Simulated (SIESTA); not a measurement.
Crystal: SrO.

```
Sr O
1.0
     0.00000    2.56630    2.56630
     2.56630    0.00000    2.56630
     2.56630    2.56630    0.00000
Sr O
1 1
Direct
  0.50000 0.50000 0.50000
  0.00000 0.00000 0.00000
```

| Quantity | Value |
| --- | --- |
| Program | SIESTA 5.4.2 |
| Task | single point |
| Functional | PBE |
| Potentials or basis | PseudoDojo 0.4 standard (PBE files) |
| Basis | DZP (energy shift 0.003 Ry; two zetas on semicore shells; d shell added on Sr) |
| Grid cutoff | 800 Ry |
| Energy shift | 0.003 Ry |
| k mesh | 9 × 9 × 9 |
| Occupations | fermi-dirac, width 0.05 eV |
| Spin | no spin polarisation |

On this cell: pressure 4.1 GPa; largest force zero by symmetry; band gap on the k mesh 3.31 eV, indirect (least direct gap 3.41 eV).

The same run follows on a disturbed copy (atoms moved at random, drawn with an rms of 0.05 Å):

```
CELL_PARAMETERS angstrom
0.00000 2.56630 2.56630
2.56630 0.00000 2.56630
2.56630 2.56630 0.00000
ATOMIC_POSITIONS crystal
Sr 0.49804 0.49679 0.50611
O 0.02237 0.99792 0.99510
```

**Question.** What changes?

**Answer.** The energy moves by +4.4 meV/atom; pressure 4.3 GPa; largest force 0.227 eV/Å; band gap on the k mesh 3.34 eV, indirect (least direct gap 3.43 eV).

Forces on the atoms (eV/Å):
```
Sr  -0.072  0.098  0.192
O    0.071 -0.098 -0.192
```

Stress tensor (GPa, compression positive):
```
 4.11  0.02  0.03
 0.02  4.16 -0.05
 0.03 -0.05  4.57
```

Caveats: an odd mesh through Γ misses points on the zone boundary, where band edges often lie; the basis of atomic orbitals isn't converged, which shifts pressures, moduli and gaps.
